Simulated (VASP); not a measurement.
# PbS in VASP 6.6.1, single-point calculation

INCAR

```
LCHARG = .FALSE.
IBRION = -1
LASPH = .FALSE.
GGA = PE
NBANDS = 17
ISMEAR = -1
EDIFF = 1E-7
ENCUT = 520
LWAVE = .FALSE.
SIGMA = 0.02
NELM = 120
PREC = Accurate
ISIF = 2
LREAL = .FALSE.
NSW = 0
```

KPOINTS

```
KPOINTS created by Atomic Simulation Environment
0
Gamma
8 8 8
0 0 0
```

POSCAR

```
Pb S
 1.0000000000000000
    -0.0409198569000000    2.9761851461000002    2.9761851461000002
     2.9761851461000002   -0.0409198569000000    2.9761851461000002
     2.9761851461000002    2.9761851461000002   -0.0409198569000000
 Pb  S
   1   1
Cartesian
  0.0000000000000000  0.0000000000000000  0.0000000000000000
  2.9557252176500004  2.9557252176500004  2.9557252176500000
```

The recommended PBE PAW datasets give the neutral cell 20 valence electrons.

Command

```
mpirun -np 1 vasp_std
```

Question: Predict the outcome of this run.

Answer: It converged. Results: gap between bands v and c on the k mesh 0.35 eV; least direct gap on the k mesh 0.45 eV; pressure 0.3 GPa. Band v is the last that the valence electrons fill when counted band by band, and c is the next.

OSZICAR

```
N       E                     dE             d eps       ncg     rms          rms(c)
DAV:   1     0.160862486171E+03    0.16086E+03   -0.95318E+03  2210   0.121E+03
DAV:   2     0.296344920408E+01   -0.15790E+03   -0.15179E+03  2436   0.314E+02
DAV:   3    -0.895552711974E+01   -0.11919E+02   -0.11835E+02  2813   0.914E+01
DAV:   4    -0.926711963170E+01   -0.31159E+00   -0.31123E+00  2894   0.164E+01
DAV:   5    -0.927860051831E+01   -0.11481E-01   -0.11480E-01  3209   0.300E+00    0.442E+00
DAV:   6    -0.876269773909E+01    0.51590E+00   -0.15003E+00  3437   0.801E+00    0.309E+00
DAV:   7    -0.876408592856E+01   -0.13882E-02   -0.14567E-01  2621   0.188E+00    0.182E+00
DAV:   8    -0.876791503149E+01   -0.38291E-02   -0.17711E-02  2597   0.140E+00    0.330E-01
DAV:   9    -0.876728120067E+01    0.63383E-03   -0.39335E-03  3482   0.528E-01    0.899E-02
DAV:  10    -0.876749807148E+01   -0.21687E-03   -0.41499E-04  2498   0.116E-01    0.677E-02
DAV:  11    -0.876750291085E+01   -0.48394E-05   -0.64564E-05  3072   0.870E-02    0.164E-02
DAV:  12    -0.876750390059E+01   -0.98974E-06   -0.42335E-06  2769   0.203E-02    0.349E-03
DAV:  13    -0.876750389084E+01    0.97507E-08   -0.20440E-07  2855   0.466E-03
   1 F= -.87675039E+01 E0= -.87675037E+01  d E =-.448263E-06
```

For comparison, a separate PBE run of the intended cell, on usual settings and not on those above, gives a gap of 0.35 eV on its mesh and a pressure of 0.3 GPa.
